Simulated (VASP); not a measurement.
# SrTiO3 in VASP: one cell, several levels of theory, part 2 of 2

VASP 6.6.1, plane waves, PAW.

### Step 3. r2SCAN

The input, INCAR:

```
ENCUT = 520.000000
SIGMA = 0.010000
EDIFF = 1.00e-07
ALGO = Normal
METAGGA = R2SCAN
PREC = Accurate
IBRION = -1
ISIF = 2
ISMEAR = 0
NBANDS = 28
NELM = 120
NSW = 0
LASPH = .TRUE.
LCHARG = .FALSE.
LWAVE = .FALSE.
LREAL = .FALSE.
```

The input, KPOINTS:

```
KPOINTS created by Atomic Simulation Environment
0
Gamma
6 6 6
0 0 0
```

The input, KPOINTS_OPT:

```
special points
4
Reciprocal
0.0000000000 0.0000000000 0.0000000000 1
0.0000000000 0.5000000000 0.0000000000 1
0.5000000000 0.5000000000 0.0000000000 1
0.5000000000 0.5000000000 0.5000000000 1
```

The input, POSCAR:

```
Sr Ti O
 1.0000000000000000
     3.9459200166000001    0.0000000000000000    0.0000000000000000
     0.0000000000000000    3.9459200166000001    0.0000000000000000
     0.0000000000000000    0.0000000000000000    3.9459200166000001
 Sr  Ti  O
   1   1   3
Cartesian
  0.0000000000000000  0.0000000000000000  0.0000000000000000
  1.9729600083000001  1.9729600083000001  1.9729600083000001
  1.9729600083000001  1.9729600083000001  0.0000000000000000
  1.9729600083000001  0.0000000000000000  1.9729600083000001
  0.0000000000000000  1.9729600083000001  1.9729600083000001
```

Launch:

```console
mpirun -np 1 vasp_std
```

Standard output, without the iteration lines:

```text
POSCAR found type information on POSCAR SrTiO
 POSCAR found :  3 types and       5 ions
 -----------------------------------------------------------------------------
|                                                                             |
|                                                                             |
|     You enforced a specific xc type in the INCAR file but a different       |
|     I HOPE YOU KNOW WHAT YOU ARE DOING!                                     |
|                                                                             |
 -----------------------------------------------------------------------------

 LDA part: xc-table for (None), standard interpolation
 POSCAR, INCAR and KPOINTS ok, starting setup
 FFT: planning ... GRIDC
 FFT: planning ... GRID_SOFT
 FFT: planning ... GRID
 WAVECAR not read
 entering main loop
 Start KPOINTS_OPT (optional k-point list driver)
k-point batch [1-4\4]
```

OSZICAR:

```text
N       E                     dE             d eps       ncg     rms          rms(c)
DAV:   1     0.415738525810E+03    0.41574E+03   -0.21771E+04  1120   0.161E+03
DAV:   2    -0.386881920470E+02   -0.45443E+03   -0.43449E+03  1296   0.454E+02
DAV:   3    -0.839278600813E+02   -0.45240E+02   -0.44943E+02  1572   0.138E+02
DAV:   4    -0.862744011923E+02   -0.23465E+01   -0.23400E+01  1704   0.261E+01
DAV:   5    -0.863393226119E+02   -0.64921E-01   -0.64907E-01  1576   0.366E+00    0.254E+01
DAV:   6    -0.626497745509E+02    0.23690E+02   -0.36234E+01  1592   0.654E+01    0.115E+01
DAV:   7    -0.632414306501E+02   -0.59166E+00   -0.39252E+00  1360   0.116E+01    0.750E+00
DAV:   8    -0.633003121306E+02   -0.58881E-01   -0.49876E-01  1328   0.524E+00    0.124E+00
DAV:   9    -0.633100982410E+02   -0.97861E-02   -0.73323E-02  1740   0.148E+00    0.718E-01
DAV:  10    -0.633139933228E+02   -0.38951E-02   -0.34237E-02  1244   0.237E+00    0.483E-01
DAV:  11    -0.633112227961E+02    0.27705E-02   -0.18163E-02  1424   0.144E+00    0.160E-01
DAV:  12    -0.633109254095E+02    0.29739E-03   -0.11722E-03  1412   0.299E-01    0.107E-01
DAV:  13    -0.633108167773E+02    0.10863E-03   -0.88004E-04  1296   0.246E-01    0.532E-02
DAV:  14    -0.633108138816E+02    0.28958E-05   -0.70654E-05  1420   0.631E-02    0.163E-02
DAV:  15    -0.633108134959E+02    0.38568E-06   -0.30506E-06  1572   0.139E-02    0.102E-02
DAV:  16    -0.633108127257E+02    0.77021E-06   -0.19304E-06  1368   0.174E-02    0.284E-03
DAV:  17    -0.633108126785E+02    0.47147E-07   -0.37745E-07  1164   0.524E-03
   1 F= -.63310813E+02 E0= -.63310813E+02  d E =-.726831-143
       N       E                     dE             ncg
DAV:   1     0.865696281697E+03   -0.40784E+04      224
DAV:   2    -0.773067384868E+03   -0.16388E+04      244
DAV:   3    -0.953241288195E+03   -0.18017E+03      348
DAV:   4    -0.959914236123E+03   -0.66729E+01      272
DAV:   5    -0.960218547945E+03   -0.30431E+00      316
DAV:   6    -0.960222249221E+03   -0.37013E-02      284
DAV:   7    -0.960222337561E+03   -0.88340E-04      324
DAV:   8    -0.960222339265E+03   -0.17043E-05      280
DAV:   9    -0.960222339298E+03   -0.32511E-07      216
```

Parts of OUTCAR:

```text
k-points           NKPTS =     20   k-points in BZ     NKDIM =     20   number of bands    NBANDS=     28

   NELECT =      40.0000    total number of electrons

   dimension x,y,z NGX =    30 NGY =   30 NGZ =   30
   dimension x,y,z NGXF=    60 NGYF=   60 NGZF=   60

  energy-cutoff  :      520.00
  volume of cell :       61.44
      direct lattice vectors                 reciprocal lattice vectors
     3.945920017  0.000000000  0.000000000     0.253426323  0.000000000  0.000000000
     0.000000000  3.945920017  0.000000000     0.000000000  0.253426323  0.000000000
     0.000000000  0.000000000  3.945920017     0.000000000  0.000000000  0.253426323

 k-points in reciprocal lattice and weights: KPOINTS created by Atomic Simulation Env
   0.00000000  0.00000000  0.00000000       0.005
   0.16666667  0.00000000  0.00000000       0.028
   0.33333333  0.00000000  0.00000000       0.028
   0.50000000  0.00000000  0.00000000       0.014
   0.16666667  0.16666667  0.00000000       0.056
   0.33333333  0.16666667  0.00000000       0.111
   0.50000000  0.16666667  0.00000000       0.056
   0.33333333  0.33333333  0.00000000       0.056
[... 12 more k-points ...]

 E-fermi :   3.7756

 k-point     1 :       0.0000    0.0000    0.0000
  band No.  band energies     occupation
      1     -55.2201      2.00000
      2     -30.3958      2.00000
      3     -30.3958      2.00000
      4     -30.3958      2.00000
      5     -30.3727      2.00000
      6     -14.7086      2.00000
      7     -13.7909      2.00000
      8     -13.7909      2.00000
      9     -11.7377      2.00000
     10     -11.7377      2.00000
     11     -11.7377      2.00000
     12       0.7171      2.00000
     13       0.7171      2.00000
     14       0.7171      2.00000
     15       2.4357      2.00000
     16       2.4357      2.00000
     17       2.4357      2.00000
     18       3.1984      2.00000
     19       3.1984      2.00000
     20       3.1984      2.00000
     21       5.8020      0.00000
     22       5.8020      0.00000
     23       5.8020      0.00000
     24       7.9631      0.00000
     25       7.9631      0.00000
     26       9.5323      0.00000
     27       9.5323      0.00000
     28      10.3847      0.00000

 k-point     2 :       0.1667    0.0000    0.0000
  band No.  band energies     occupation
      1     -55.2198      2.00000
      2     -30.4448      2.00000
      3     -30.3952      2.00000
      4     -30.3952      2.00000
      5     -30.3357      2.00000
      6     -14.7078      2.00000
      7     -13.7827      2.00000
      8     -13.7760      2.00000
      9     -11.7274      2.00000
     10     -11.7274      2.00000
     11     -11.6034      2.00000
     12       0.3727      2.00000
     13       0.7113      2.00000
     14       0.7113      2.00000
     15       2.1285      2.00000
     16       2.1285      2.00000
     17       2.2257      2.00000
     18       2.4732      2.00000
     19       3.0562      2.00000
     20       3.0562      2.00000
     21       5.8380      0.00000
     22       6.3262      0.00000
     23       6.3263      0.00000
     24       7.9664      0.00000
     25       8.7144      0.00000
     26       9.9651      0.00000
     27       9.9864      0.00000
     28      11.0208      0.00000

 k-point     3 :       0.3333    0.0000    0.0000
  band No.  band energies     occupation
      1     -55.2191      2.00000
      2     -30.4987      2.00000
      3     -30.3940      2.00000
      4     -30.3940      2.00000
      5     -30.3056      2.00000
      6     -14.7860      2.00000
      7     -13.7656      2.00000
      8     -13.6167      2.00000
      9     -11.7066      2.00000
     10     -11.7066      2.00000
     11     -11.3702      2.00000
     12      -0.3688      2.00000
     13       0.7207      2.00000
     14       0.7207      2.00000
     15       1.5178      2.00000
     16       1.5776      2.00000
     17       1.5776      2.00000
     18       1.8537      2.00000
     19       2.8900      2.00000
     20       2.8900      2.00000
     21       5.9122      0.00000
     22       7.2029      0.00000
     23       7.2029      0.00000
     24       7.9714      0.00000
     25       9.7749      0.00000
     26      10.9041      0.00000
     27      10.9576      0.00000
     28      12.2667      0.00000

 k-point     4 :       0.5000    0.0000    0.0000
  band No.  band energies     occupation
      1     -55.2187      2.00000
      2     -30.5213      2.00000
      3     -30.3933      2.00000
      4     -30.3933      2.00000
      5     -30.2948      2.00000
      6     -14.8469      2.00000
      7     -13.7569      2.00000
      8     -13.4931      2.00000
      9     -11.6961      2.00000
     10     -11.6961      2.00000
     11     -11.2670      2.00000
     12      -0.7609      2.00000
     13       0.7523      2.00000
     14       0.7523      2.00000
     15       1.1747      2.00000
     16       1.3104      2.00000
     17       1.3104      2.00000
     18       1.6861      2.00000
     19       2.8270      2.00000
     20       2.8270      2.00000
     21       5.9505      0.00000
     22       7.6027      0.00000
     23       7.6027      0.00000
     24       7.9736      0.00000
     25      10.2029      0.00000
     26      11.3809      0.00000
     27      11.5294      0.00000
     28      12.1916      0.00000

 k-point     5 :       0.1667    0.1667    0.0000
  band No.  band energies     occupation
      1     -55.2194      2.00000
      2     -30.4532      2.00000
      3     -30.4124      2.00000
      4     -30.3945      2.00000
      5     -30.3219      2.00000
      6     -14.6665      2.00000
      7     -13.8029      2.00000
      8     -13.7544      2.00000
      9     -11.7166      2.00000
     10     -11.6652      2.00000
     11     -11.5581      2.00000
     12       0.2056      2.00000
     13       0.5181      2.00000
     14       0.7094      2.00000
     15       1.4608      2.00000
     16       1.9050      2.00000
     17       2.3020      2.00000
     18       2.4213      2.00000
     19       2.7484      2.00000
     20       2.8406      2.00000
     21       6.2940      0.00000
     22       6.4023      0.00000
     23       6.6125      0.00000
     24       8.3316      0.00000
     25       9.1429      0.00000
     26      10.3483      0.00000
     27      10.4071      0.00000
     28      11.4206      0.00000

 k-point     6 :       0.3333    0.1667    0.0000
  band No.  band energies     occupation
      1     -55.2187      2.00000
      2     -30.4893      2.00000
      3     -30.4139      2.00000
      4     -30.3933      2.00000
      5     -30.3076      2.00000
      6     -14.6704      2.00000
      7     -13.7602      2.00000
      8     -13.6687      2.00000
      9     -11.6950      2.00000
     10     -11.6336      2.00000
     11     -11.4003      2.00000
     12      -0.4025      2.00000
     13       0.3169      2.00000
     14       0.7163      2.00000
     15       0.7278      2.00000
     16       1.4422      2.00000
     17       1.7644      2.00000
     18       2.3725      2.00000
     19       2.5918      2.00000
     20       2.6389      2.00000
     21       6.3930      0.00000
     22       7.2121      0.00000
     23       7.2860      0.00000
     24       8.4449      0.00000
     25      10.1566      0.00000
     26      11.1471      0.00000
     27      11.3976      0.00000
     28      12.4601      0.00000

 k-point     7 :       0.5000    0.1667    0.0000
  band No.  band energies     occupation
      1     -55.2183      2.00000
      2     -30.5088      2.00000
      3     -30.4106      2.00000
      4     -30.3927      2.00000
      5     -30.3029      2.00000
      6     -14.7063      2.00000
      7     -13.7279      2.00000
      8     -13.5851      2.00000
      9     -11.6841      2.00000
     10     -11.6261      2.00000
     11     -11.3223      2.00000
     12      -0.7733      2.00000
     13       0.1790      2.00000
     14       0.4933      2.00000
     15       0.7709      2.00000
     16       1.1910      2.00000
     17       1.5987      2.00000
     18       2.3574      2.00000
     19       2.5060      2.00000
     20       2.5362      2.00000
     21       6.4211      0.00000
     22       7.6038      0.00000
     23       7.6511      0.00000
     24       8.4567      0.00000
     25      10.5869      0.00000
     26      11.6154      0.00000
     27      11.9683      0.00000
     28      12.5317      0.00000

[... the tables of k-points 8 to 20 left out ...]

  Total       -1.7061525     -1.7061525     -1.7061525     -0.0000000     -0.0000000      0.0000000
  in kB      -44.4921702    -44.4921702    -44.4921702     -0.0000000     -0.0000000      0.0000000
  external PRESSURE =     -44.4921702 kB  Pullay stress =       0.0000000 kB

 POSITION                                       TOTAL-FORCE (eV/Angst)
 -----------------------------------------------------------------------------------
      0.00000      0.00000      0.00000         0.000000      0.000000      0.000000
      1.97296      1.97296      1.97296         0.000000      0.000000      0.000000
      1.97296      1.97296      0.00000         0.000000      0.000000      0.000000
      1.97296      0.00000      1.97296         0.000000      0.000000      0.000000
      0.00000      1.97296      1.97296         0.000000      0.000000      0.000000
 -----------------------------------------------------------------------------------
    total drift:                                0.000000      0.000000     -0.000000

  FREE ENERGIE OF THE ION-ELECTRON SYSTEM (eV)
  ---------------------------------------------------
  free  energy   TOTEN  =       -63.3108126785 eV

  energy  without entropy=      -63.3108126785  energy(sigma->0) =      -63.31081268
```

Hardware: 1 MPI rank of Intel Xeon Platinum 8488C, shared host.

The levels at the points of KPOINTS_OPT are read from vasprun.xml.

Levels at the named points, in eV from the top of band v (v: the last filled band by count, c: the next):

```csv
point,v−1,v,c,c+1
Γ,-0.40,-0.40,2.21,2.21
X,-0.77,-0.77,2.35,4.01
M,-1.57,-0.09,4.01,4.01
R,0.00,0.00,4.67,4.67
```

Gap with r2SCAN: 2.21 eV, valence top at R, conduction bottom at Γ. Least direct gap: 2.60 eV. Pressure: -4.45 GPa; the forces vanish within 0.01 eV/Å.

### Step 4. Summary

What follows sums up all 2 parts.

| level | gap (eV) | pressure (GPa) | Ansatz: gap (eV) | Ansatz: pressure (GPa) |
| --- | --- | --- | --- | --- |
| PBE | 1.80 | -0.60 | 1.83 | -1.21 |
| r2SCAN | 2.21 | -4.45 | 2.19 | -5.28 |

In words: The gap spans 1.80 eV (PBE) to 2.21 eV (r2SCAN). The pressure is highest with PBE (-0.6 GPa) and lowest with r2SCAN (-4.4 GPa), which orders the cells that they would relax to. The two programs agree on the gap within 0.04 eV, far less than the spread between functionals. Datasets and cutoffs are each program's own.
